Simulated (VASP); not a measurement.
Crystal: MgF2 (Sellaite).

```xyz
6
Lattice="4.6250 0.0000 0.0000 0.0000 4.6250 0.0000 0.0000 0.0000 3.0520" Properties=species:S:1:pos:R:3 pbc="T T T"
Mg    0.0000    0.0000    0.0000
Mg    2.3125    2.3125    1.5260
F     1.4014    1.4014    0.0000
F     0.9111    3.7139    1.5260
F     3.2236    3.2236    0.0000
F     3.7139    0.9111    1.5260
```

```yaml
Program: VASP 6.6.1
Task: relaxation of cell and atoms
Functional: LDA
Potentials_or_basis: VASP PAW LDA potentials, release 64 (Mg, F)
Cutoff: 600 eV
k_mesh: 6 × 6 × 8
Occupations: gaussian, width 0.02 eV
Spin: no spin polarisation
```

At the start: pressure -6.5 GPa; volume 10.88 Å³/atom.

How do energy, volume and symmetry change on relaxing?

Over 6 steps the energy falls by 13.8 meV/atom and the volume is 10.23 Å³/atom (-6.0 %); space group P4_2/mnm (No. 136, to 0.05 Å).

Step by step:
```
step  energy change (eV)  largest force (eV/Å)  pressure (GPa)  volume (Å³)
   1              0.0000                0.0447           -6.46        65.28
   2             -0.0813                0.0861            0.43        61.23
   3             -0.0816                0.0776           -0.04        61.46
   4             -0.0829                0.0190            0.01        61.39
   5             -0.0831                0.0069            0.02        61.36
   6             -0.0831                0.0042           -0.01        61.38
```

Final structure:
```
Mg F
1.0
     4.52394    0.00000    0.00000
     0.00000    4.52394    0.00000
     0.00000    0.00000    2.99889
Mg F
2 4
Direct
  0.00000 0.00000 0.00000
  0.50000 0.50000 0.50000
  0.30254 0.30254 0.00000
  0.19746 0.80254 0.50000
  0.69746 0.69746 0.00000
  0.80254 0.19746 0.50000
```
